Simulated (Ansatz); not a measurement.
**FeNi3: enthalpy against pressure**

FeNi3, Pm-3m, a = 3.544 Å. The structure is a Materials Project entry; whether it is the stable form wasn't checked. Ansatz: PBE, PAW, 420 eV, Γ-centred 12×12×12 mesh on 4 atoms, Gaussian smearing 0.10 eV; collinear spin, largest moment 2.9 μB. Cell and atoms are relaxed at each pressure, and no other structure is tried, so the rows at high pressure may lie past a change of phase. y is the enthalpy over the state at zero pressure; there V0 = 11.125 Å³/atom. The pressures are the targets, met within 0.06 GPa.

| P (GPa) | y (eV/atom) |
| --- | --- |
| -1.0 | -0.0696 |
| 0.0 | 0.0000 |
| 1.0 | 0.0692 |
| 4.0 | 0.2750 |
| 12.0 | 0.8103 |
| 25.0 | 1.6459 |
| 50.0 | ? |
| 90.0 | 5.4049 |

Fit y = c1 P + c2 P² + c3 P³ to the other rows, say what c1 and c2 mean, and predict the missing value.

Least squares on the rows shown. y = 0.069281 P − 0.00015149 P² + 5.4410×10⁻⁷ P³. Since dH/dP = V, c1 is V0: 0.069281 eV/GPa × 160.2 = 11.099 Å³ against 11.125; c2 = −V0/(2B0) gives B0 = 229 GPa, where a Birch–Murnaghan fit to the volumes of the same runs (not shown) gives 198 GPa: a cubic over this range folds the higher terms into c2. At P = 50.0 the fit asked for gives 3.1533 eV/atom. The run gave 3.1612 eV/atom, so the fit is 0.0079 eV/atom too low, 0.14 % of the span of the series, against an rms of 0.0002 eV/atom on the fitted rows. With a term in P⁴ added, a fit to the same known rows predicts 3.1667 eV/atom, a smaller miss on the other side.

Only parallel moments were tried here. The mesh isn't the same in all rows (12×12×12, 14×14×14).